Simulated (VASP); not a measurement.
# MgB2 (P6/mmm) in VASP: a series of runs, part 2 of 2

VASP 6.6.1. The steps go on from the part before.

### 5 Equation of state, PBEsol, 9.87 Å³/atom (volume scaled by 1.02)

INCAR reads:

```
SYSTEM = MgB2
  ALGO = Normal
  EDIFF = 1E-7
  ENCUT = 520
  GGA = PS
  ISIF = 2
  ISMEAR = -1
  LASPH = .TRUE.
  LCHARG = .FALSE.
  LREAL = .FALSE.
  LWAVE = .FALSE.
  NBANDS = 11
  NELM = 80
  PREC = Accurate
  SIGMA = 0.05
```

KPOINTS reads:

```
k-points
0
G
  10 10 8
  0 0 0
```

POSCAR reads:

```
MgB2
1.0
    3.1054310590      0.0000000000      0.0000000000
   -1.5527155295      2.6893821868      0.0000000000
    0.0000000000      0.0000000000      3.5463318058
Mg B
1 2
Direct
    0.0000000000      0.0000000000      0.0000000000
    0.6666666667      0.3333333333      0.5000000000
    0.3333333333      0.6666666667      0.5000000000
```

Command:

```sh
> cat potpaw_PBE.64/Mg/POTCAR potpaw_PBE.64/B/POTCAR > POTCAR
> mpirun -np 1 vasp_std > vasp.out
```

Wall time 14 s (1 thread of Intel Xeon Platinum 8259CL at 2.50GHz (Skylake/Cascade Lake), shared host); peak memory 0.16 GiB.

The run converged. Its results:

```
Free energy            : -16.2020 eV
Pressure               : -5.8 GPa
Band gap on the k mesh : none (metal or under the smearing width)
```

Caveat: the PAW data sets were made with another functional, which shifts forces and pressure a little.

### 6 Equation of state, PBEsol, 10.07 Å³/atom (volume scaled by 1.04)

INCAR is that of step 5.

KPOINTS is that of step 5.

POSCAR reads:

```
MgB2
1.0
    3.1255967608      0.0000000000      0.0000000000
   -1.5627983804      2.7068461969      0.0000000000
    0.0000000000      0.0000000000      3.5693605797
Mg B
1 2
Direct
    0.0000000000      0.0000000000      0.0000000000
    0.6666666667      0.3333333333      0.5000000000
    0.3333333333      0.6666666667      0.5000000000
```

Potentials or basis: VASP PAW PBE potentials, release 64 (Mg, B).

Command:

```sh
> cat potpaw_PBE.64/Mg/POTCAR potpaw_PBE.64/B/POTCAR > POTCAR
> mpirun -np 1 vasp_std > vasp.out
```

Run time: 14 s. Hardware: 1 thread of Intel Xeon Platinum 8259CL at 2.50GHz (Skylake/Cascade Lake), shared host; peak memory 0.16 GiB.

Results (log left out):

| Item | Value |
| --- | --- |
| Free energy | -16.1765 eV |
| Pressure | -8.3 GPa |
| Band gap on the k mesh | none (metal or under the smearing width) |

Caveat: the PAW data sets were made with another functional, which shifts forces and pressure a little.

### 7 Equation of state, PBEsol, 10.26 Å³/atom (volume scaled by 1.06)

INCAR is that of step 6.

KPOINTS is that of step 6.

POSCAR reads:

```
MgB2
1.0
    3.1455055572      0.0000000000      0.0000000000
   -1.5727527786      2.7240877203      0.0000000000
    0.0000000000      0.0000000000      3.5920959734
Mg B
1 2
Direct
    0.0000000000      0.0000000000      0.0000000000
    0.6666666667      0.3333333333      0.5000000000
    0.3333333333      0.6666666667      0.5000000000
```

Command:

```sh
> cat potpaw_PBE.64/Mg/POTCAR potpaw_PBE.64/B/POTCAR > POTCAR
> mpirun -np 1 vasp_std > vasp.out
```

It took 14 s on 1 thread of Intel Xeon Platinum 8259CL at 2.50GHz (Skylake/Cascade Lake), shared host; peak memory 0.16 GiB.

The run converged. Its results:

```yaml
Free_energy: -16.1422 eV
Pressure: -10.7 GPa
Band_gap_on_the_k_mesh: none (metal or under the smearing width)
```

Caveat: the PAW data sets were made with another functional, which shifts forces and pressure a little.

### 8 Equation of state, PBEsol

Potentials or basis: VASP PAW PBE potentials, release 64 (Mg, B).

This step only gathers the single runs of the series.

What came out:

* Equilibrium volume: 9.49 Å³/atom
* Bulk modulus at fixed shape and positions: 157 GPa
* Pressure derivative of the bulk modulus: 3.6

Energy against volume, from the lowest point:
```
volume (Å³/atom)  energy (meV/atom)
           9.098               8.46
           9.292               2.10
           9.485               0.00
           9.679               1.77
           9.873               7.06
          10.066              15.57
          10.260              26.99
```

Caveat: the cell was scaled at fixed shape and fractional positions, which overstates the stiffness of a crystal with free parameters, most of all of layers and chains; the PAW data sets were made with another functional, which shifts forces and pressure a little.

### 9 Equation of state, PBE, 9.10 Å³/atom (volume scaled by 0.94)

INCAR reads:

```
PREC     = Accurate       # precision mode
ENCUT    = 520            # plane-wave cutoff, eV
EDIFF    = 1E-7           # SCF threshold, eV
ISMEAR   = -1             # smearing method
SIGMA    = 0.05           # smearing width, eV
LREAL    = False          # projectors in reciprocal space
LASPH    = True           # aspherical terms in the spheres
NELM     = 80             # most SCF steps
ALGO     = Normal         # electronic algorithm
ISIF     = 2              # what is computed and relaxed
LWAVE    = False          # write WAVECAR
LCHARG   = False          # write CHGCAR
GGA      = PE             # functional
NBANDS   = 11             # bands
```

KPOINTS reads:

```
Automatic mesh
0
Gamma
  10 10 8
```

POSCAR reads:

```
MgB2
1.0
    3.0220231454      0.0000000000      0.0000000000
   -1.5110115727      2.6171488148      0.0000000000
    0.0000000000      0.0000000000      3.4510818610
Mg B
1 2
Direct
    0.0000000000      0.0000000000      0.0000000000
    0.6666666667      0.3333333333      0.5000000000
    0.3333333333      0.6666666667      0.5000000000
```

Potentials or basis: VASP PAW PBE potentials, release 64 (Mg, B).

Command:

```sh
> cat potpaw_PBE.64/Mg/POTCAR potpaw_PBE.64/B/POTCAR > POTCAR
> mpirun -np 1 vasp_std > vasp.out
```

Wall time 15 s (1 thread of Intel Xeon Platinum 8488C (Sapphire Rapids), shared host); peak memory 0.15 GiB.

The run converged. Its results:

```yaml
Free_energy: -15.2820 eV
Pressure: 9.2 GPa
Band_gap_on_the_k_mesh: none (metal or under the smearing width)
```

### 10 Equation of state, PBE, 9.29 Å³/atom (volume scaled by 0.96)

INCAR reads:

```
ALGO = Normal ; EDIFF = 1E-7
ENCUT = 520 ; GGA = PE
ISIF = 2 ; ISMEAR = -1
LASPH = T ; LCHARG = F
LREAL = F ; LWAVE = F
NBANDS = 11 ; NELM = 80
PREC = Accurate ; SIGMA = 0.05
```

KPOINTS reads:

```
k-points
0
Gamma
  10 10 8
```

POSCAR reads:

```
MgB2
1.0
    3.0433056997      0.0000000000      0.0000000000
   -1.5216528499      2.6355800475      0.0000000000
    0.0000000000      0.0000000000      3.4753860551
Mg B
1 2
Direct
    0.0000000000      0.0000000000      0.0000000000
    0.6666666667      0.3333333333      0.5000000000
    0.3333333333      0.6666666667      0.5000000000
```

Command:

```sh
> cat potpaw_PBE.64/Mg/POTCAR potpaw_PBE.64/B/POTCAR > POTCAR
> mpirun -np 1 vasp_std > vasp.out
```

Run time: 16 s. Hardware: 1 thread of Intel Xeon Platinum 8488C (Sapphire Rapids), shared host; peak memory 0.15 GiB.

The run converged. Its results:

- Free energy: -15.3085 eV
- Pressure: 5.4 GPa
- Band gap on the k mesh: none (metal or under the smearing width)

### 11 Equation of state, PBE, 9.49 Å³/atom (volume scaled by 0.98)

INCAR reads:

```
SYSTEM = MgB2
ALGO     = Normal         ! electronic algorithm
EDIFF    = 1E-7           ! SCF threshold, eV
ENCUT    = 520            ! plane-wave cutoff, eV
GGA      = PE             ! functional
ISIF     = 2              ! what is computed and relaxed
ISMEAR   = -1             ! smearing method
LASPH    = .True.         ! aspherical terms in the spheres
LCHARG   = .False.        ! write CHGCAR
LREAL    = .False.        ! projectors in reciprocal space
LWAVE    = .False.        ! write WAVECAR
NBANDS   = 11             ! bands
NELM     = 60             ! most SCF steps
PREC     = Accurate       ! precision mode
SIGMA    = 0.05           ! smearing width, eV
```

KPOINTS reads:

```
k-points
0
Gamma
  10 10 8
  0 0 0
```

POSCAR reads:

```
MgB2
1.0
    3.0642946782      0.0000000000      0.0000000000
   -1.5321473391      2.6537570360      0.0000000000
    0.0000000000      0.0000000000      3.4993549923
Mg B
1 2
Direct
    0.0000000000      0.0000000000      0.0000000000
    0.6666666667      0.3333333333      0.5000000000
    0.3333333333      0.6666666667      0.5000000000
```

Command:

```sh
> cat potpaw_PBE.64/Mg/POTCAR potpaw_PBE.64/B/POTCAR > POTCAR
> mpirun -np 1 vasp_std > vasp.out
```

Run time: 14 s. Hardware: 1 thread of Intel Xeon Platinum 8488C (Sapphire Rapids), shared host; peak memory 0.15 GiB.

It converged, with:

```yaml
Free_energy: -15.3220 eV
Pressure: 2.0 GPa
Band_gap_on_the_k_mesh: none (metal or under the smearing width)
```

### 12 Equation of state, PBE, 9.87 Å³/atom (volume scaled by 1.02)

INCAR reads:

```
SYSTEM = MgB2
PREC = Accurate
ENCUT = 520
EDIFF = 1E-7
ISMEAR = -1
SIGMA = 0.05
LREAL = .FALSE.
LASPH = .TRUE.
NELM = 80
ALGO = Normal
ISIF = 2
LWAVE = .FALSE.
LCHARG = .FALSE.
GGA = PE
NBANDS = 11
```

KPOINTS reads:

```
Automatic mesh
0
G
  10 10 8
  0 0 0
```

POSCAR reads:

```
MgB2
1.0
    3.1054310590      0.0000000000      0.0000000000
   -1.5527155295      2.6893821868      0.0000000000
    0.0000000000      0.0000000000      3.5463318058
Mg B
1 2
Direct
    0.0000000000      0.0000000000      0.0000000000
    0.6666666667      0.3333333333      0.5000000000
    0.3333333333      0.6666666667      0.5000000000
```

Potentials or basis: VASP PAW PBE potentials, release 64 (Mg, B).

Command:

```sh
> cat potpaw_PBE.64/Mg/POTCAR potpaw_PBE.64/B/POTCAR > POTCAR
> mpirun -np 1 vasp_std > vasp.out
```

Run time: 13 s. Hardware: 1 thread of Intel Xeon Platinum 8488C (Sapphire Rapids), shared host; peak memory 0.15 GiB.

It converged, with:

```yaml
Free_energy: -15.3143 eV
Pressure: -4.0 GPa
Band_gap_on_the_k_mesh: none (metal or under the smearing width)
```

### 13 Equation of state, PBE, 10.07 Å³/atom (volume scaled by 1.04)

INCAR reads:

```
PREC = Accurate ; ENCUT = 520
EDIFF = 1E-7 ; ISMEAR = -1
SIGMA = 0.05 ; LREAL = False
LASPH = True ; NELM = 60
ALGO = Normal ; ISIF = 2
LWAVE = False ; LCHARG = False
GGA = PE ; NBANDS = 11
```

KPOINTS reads:

```
Automatic mesh
0
Gamma
  10 10 8
```

POSCAR reads:

```
MgB2
1.0
    3.1255967608      0.0000000000      0.0000000000
   -1.5627983804      2.7068461969      0.0000000000
    0.0000000000      0.0000000000      3.5693605797
Mg B
1 2
Direct
    0.0000000000      0.0000000000      0.0000000000
    0.6666666667      0.3333333333      0.5000000000
    0.3333333333      0.6666666667      0.5000000000
```

Command:

```sh
> cat potpaw_PBE.64/Mg/POTCAR potpaw_PBE.64/B/POTCAR > POTCAR
> mpirun -np 1 vasp_std > vasp.out
```

Run time: 14 s. Hardware: 1 thread of Intel Xeon Platinum 8488C (Sapphire Rapids), shared host; peak memory 0.15 GiB.

The run converged. Its results:

```
Free energy            : -15.2952 eV
Pressure               : -6.6 GPa
Band gap on the k mesh : none (metal or under the smearing width)
```

### 14 Equation of state, PBE, 10.26 Å³/atom (volume scaled by 1.06)

INCAR reads:

```
SYSTEM = MgB2
ALGO = Normal ; EDIFF = 1E-7
ENCUT = 520 ; GGA = PE
ISIF = 2 ; ISMEAR = -1
LASPH = .TRUE. ; LCHARG = .FALSE.
LREAL = .FALSE. ; LWAVE = .FALSE.
NBANDS = 11 ; NELM = 60
PREC = Accurate ; SIGMA = 0.05
```

KPOINTS reads:

```
k-points
0
G
  10 10 8
  0 0 0
```

POSCAR reads:

```
MgB2
1.0
    3.1455055572      0.0000000000      0.0000000000
   -1.5727527786      2.7240877203      0.0000000000
    0.0000000000      0.0000000000      3.5920959734
Mg B
1 2
Direct
    0.0000000000      0.0000000000      0.0000000000
    0.6666666667      0.3333333333      0.5000000000
    0.3333333333      0.6666666667      0.5000000000
```

Command:

```sh
> cat potpaw_PBE.64/Mg/POTCAR potpaw_PBE.64/B/POTCAR > POTCAR
> mpirun -np 1 vasp_std > vasp.out
```

Run time: 16 s. Hardware: 1 thread of Intel Xeon Platinum 8488C (Sapphire Rapids), shared host; peak memory 0.15 GiB.

It converged, with:

```yaml
Free_energy: -15.2671 eV
Pressure: -9.0 GPa
Band_gap_on_the_k_mesh: none (metal or under the smearing width)
```

### 15 Equation of state, PBE

Potentials or basis: VASP PAW PBE potentials, release 64 (Mg, B).

This step only gathers the single runs of the series.

What came out:

- Equilibrium volume: 9.61 Å³/atom
- Bulk modulus at fixed shape and positions: 153 GPa
- Pressure derivative of the bulk modulus: 3.6

Energy against volume, from the lowest point:
| volume (Å³/atom) | energy (meV/atom) |
| --- | --- |
| 9.098 | 13.83 |
| 9.292 | 5.00 |
| 9.485 | 0.52 |
| 9.679 | 0.00 |
| 9.873 | 3.08 |
| 10.066 | 9.45 |
| 10.260 | 18.81 |

Caveat: the cell was scaled at fixed shape and fractional positions, which overstates the stiffness of a crystal with free parameters, most of all of layers and chains.
